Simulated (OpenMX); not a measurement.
Crystal: HfN.

```
Hf N
1.0
     0.00000    2.45482    2.45482
     2.45482    0.00000    2.45482
     2.45482    2.45482    0.00000
Hf N
1 1
Direct
  0.00000 0.00000 0.00000
  0.25000 0.25000 0.25000
```

The cell comes from a database or a generator and needn't be the stable form of this composition.

| Quantity | Value |
| --- | --- |
| Program | OpenMX 3.8.5 |
| Task | single point |
| Functional | PBE |
| Potentials or basis | OpenMX 2013 PBE set, Hf7.0-s3p2d2f1, N6.0-s2p2d1, grid cutoff 400 Ry |
| k mesh | 9 × 9 × 9 |
| Occupations | fermi-dirac, width 0.05 eV |
| Spin | no spin polarisation |

On this cell: pressure 1.0 GPa; largest force zero by symmetry; band gap on the k mesh none (metal or under the smearing width).

The same run follows on a disturbed copy (atoms moved at random, drawn with an rms of 0.05 Å):

```
Hf N
1.0
     0.00000    2.45482    2.45482
     2.45482    0.00000    2.45482
     2.45482    2.45482    0.00000
Hf N
1 1
Direct
  0.99847 0.99706 0.99660
  0.26378 0.24281 0.23936
```

**Question.** What changes?

**Answer.** The energy (extrapolated to zero smearing) moves by +5.2 meV/atom; pressure 1.2 GPa; largest force 0.496 eV/Å; band gap on the k mesh none (metal or under the smearing width).

Forces in eV/Å, atoms in the order of the input:
```
Hf  -0.329  0.226  0.291
N    0.328 -0.229 -0.292
```

Caveats: the basis of atomic orbitals isn't converged, which shifts pressures, moduli and gaps.
